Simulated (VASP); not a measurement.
Here is a VASP 6.6.1 calculation.

Contents of POSCAR:

```
NaCl
1.0
    3.6971470831      0.0000000000      0.0000000000
    0.0000000000      3.6971470831      0.0000000000
    0.0000000000      0.0000000000      3.1425750206
Na Cl
1 1
Direct
    0.0000000000      0.0000000000      0.0000000000
    0.5000000000      0.5000000000      0.5000000000
```

File INCAR.step1:

```
SYSTEM = NaCl
PREC = Accurate
ENCUT = 520
ISMEAR = 0
SIGMA = 0.05
LREAL = .False.
LASPH = .True.
NELM = 100
NBANDS = 14
GGA = PE
ALGO = Normal
EDIFF = 1E-4
LWAVE = .True.
LCHARG = .False.
```

File INCAR.step2:

```
SYSTEM = NaCl
PREC = Accurate
ENCUT = 520
EDIFF = 1E-7
ISMEAR = 0
SIGMA = 0.05
LREAL = .False.
LASPH = .True.
NELM = 100
ALGO = Normal
ISIF = 2
LWAVE = .False.
LCHARG = .False.
METAGGA = R2SCAN
LMIXTAU = .True.
NBANDS = 14
ISTART = 1
```

Contents of KPOINTS:

```
regular mesh
0
Gamma
  8 8 8
  0 0 0
```

Potentials or basis: VASP PAW PBE potentials, release 64 (Na_pv, Cl).

Run with:

```bash
$ cat potpaw_PBE.64/Na_pv/POTCAR potpaw_PBE.64/Cl/POTCAR > POTCAR
$ cp INCAR.step1 INCAR
$ mpirun -np 1 vasp_std > vasp.out
$ cp INCAR.step2 INCAR
$ mpirun -np 1 vasp_std > vasp.out
```

(1) Estimate the band gap on the k mesh.

(2) Estimate the pressure.

Results:

(1) 3.59 eV, indirect (least direct gap 3.87 eV).

(2) -0.5 GPa.

Caveat: the PAW data sets were made with another functional, which shifts forces and pressure a little.
